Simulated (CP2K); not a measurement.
Crystal: Sb.

```
CELL_PARAMETERS angstrom
3.35344 0.00000 0.00000
1.67672 2.90417 0.00000
1.67672 0.96806 2.73808
ATOMIC_POSITIONS crystal
Sb 0.00000 0.00000 0.00000
```

This isn't the form of Sb at room conditions, which is rhombohedral.

Base run:

- Program: CP2K 2026.2
- Functional: HLE17
- Potentials or basis: POTENTIAL_UZH Sb GTH-PBE-q5; TZVP-MOLOPT-PBE-GTH basis
- Density cutoff: 9184 eV
- k mesh: 10 × 10 × 10
- Occupations: fermi-dirac, width 0.05 eV
- Spin: no spin polarisation

Its results: band gap on the k mesh none (metal or under the smearing width); pressure 0.9 GPa.

Q: After a change of settings the same cell gave: band gap on the k mesh none (metal or under the smearing width); pressure 2.1 GPa. Which change was it?
A. functional from HLE17 to revPBE
B. functional from HLE17 to BLYP
C. functional from HLE17 to PBEsol

A: C.

Caveats: the potentials were made for another functional, which shifts forces and pressure; spin-orbit coupling is left out, which moves the levels of the heavy elements; the basis of atomic orbitals isn't converged, which shifts pressures, moduli and gaps; the potentials were made for a functional far from this one (some runs).

Runs at the PBE level aren't shown here.
